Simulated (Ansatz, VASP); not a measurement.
**Two plane-wave programs on C**

```
CELL_PARAMETERS angstrom
0.00000 1.98428 1.85847
1.45455 0.00000 1.85847
1.45455 1.98428 0.00000
ATOMIC_POSITIONS crystal
C 0.50000 0.50000 0.50000
C 0.75000 0.75000 0.75000
```

Change from the starting cell: strain +e along x and -e along y -0.1500, strain +e along z and -e/2 along x and y +0.0525.

Alike in both runs: task single point; functional LDA; k mesh 12 × 12 × 12; occupations gaussian, width 0.05 eV; no spin polarisation.

```csv
,VASP,Ansatz
version,VASP 6.6.1,Ansatz 0.2.0
potentials or method,"VASP PAW LDA potentials, release 64 (C)","scalar-relativistic, plane waves, PAW"
plane-wave cutoff (eV),520,520
valence electrons in the cell,8,8
```

|  | VASP | Ansatz | Ansatz less VASP |
| --- | --- | --- | --- |
| gap on the k mesh at the Fermi level (eV) | none | none | - |
| pressure (GPa) | 14.5 | 12.7 | -1.71 |
| largest component of the traceless stress (GPa) | 124.09 | 124.45 | +0.362 |

A gap of «none» marks a metal or a gap that the smearing closes. Ansatz warned: «pseudo_functional_mismatch».
